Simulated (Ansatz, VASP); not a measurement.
# W in VASP and in Ansatz

INCAR

```
  PREC = Accurate
  ENCUT = 520
  EDIFF = 1E-6
  ISMEAR = -5
  SIGMA = 0.1
  LREAL = F
  LASPH = T
  NELM = 60
  ALGO = Normal
  ISIF = 2
  LWAVE = F
  LCHARG = F
  GGA = PS
  NBANDS = 21
```

The input KPOINTS:

```
regular mesh
0
Gamma
  12 12 7
```

POSCAR

```
W
1.0
    2.8445100090      0.0000000000      0.0000000000
   -1.4222550045      2.4634179291      0.0000000000
    0.0000000000      0.0000000000      4.6081062146
W
2
Direct
    0.2133333333      0.6066666667      0.1600000000
    0.7866666667      0.3933333333      0.8400000000
```

Input for Ansatz:

```yaml
crystal:
  lattice:
    - [2.844510009, 0.0, 0.0]
    - [-1.4222550045, 2.4634179291, 0.0]
    - [0.0, 0.0, 4.6081062146]
  atoms:
    - { symbol: W, position: [0.2133333333, 0.6066666667, 0.16] }
    - { symbol: W, position: [0.7866666667, 0.3933333333, 0.84] }
kpoints:
  mp_grid: { grid: [12, 12, 7] }
scf:
  occupations: { method: tetrahedron }
hamiltonian:
  xc: pbesol
  pseudopotentials: { kind: paw }
output:
  forces: true
  stress: true
  eigenvalues: true
  populations: true
```

This isn't the form of W at room conditions, which is bcc.

Alike in both runs: task single point; functional PBEsol; k mesh 12 × 12 × 7; occupations tetrahedron; no spin polarisation.

|  | VASP | Ansatz |
| --- | --- | --- |
| version | VASP 6.6.1 | Ansatz 0.2.0 |
| potentials or method | VASP PAW PBE potentials, release 64 (W_sv) | PAW with Ansatz's default frozen-core files, scalar-relativistic |
| plane-wave cutoff (eV) | 520 | 420 |
| valence electrons in the cell | 28 | 28 |

Ansatz gave:

- gap on the k mesh at the Fermi level (eV): none
- rms of the force components (eV/Å): 18.650

Which values does VASP return?

gap on the k mesh at the Fermi level (eV): none; rms of the force components (eV/Å): 19.748.

Atom by atom the forces differ by 1.112 eV/Å (rms over components). A gap of «none» marks a metal or a gap that the smearing closes. The functional is the same, so the differences come from potentials, cutoffs and numerics. Ansatz warned: «band_table_not_solved_further».

Caveats: the PAW data sets were made with another functional, which shifts forces and pressure a little (VASP); tetrahedron occupations give inexact forces and stress in metals. The runs have no spin-orbit coupling, so splittings on W are missing.
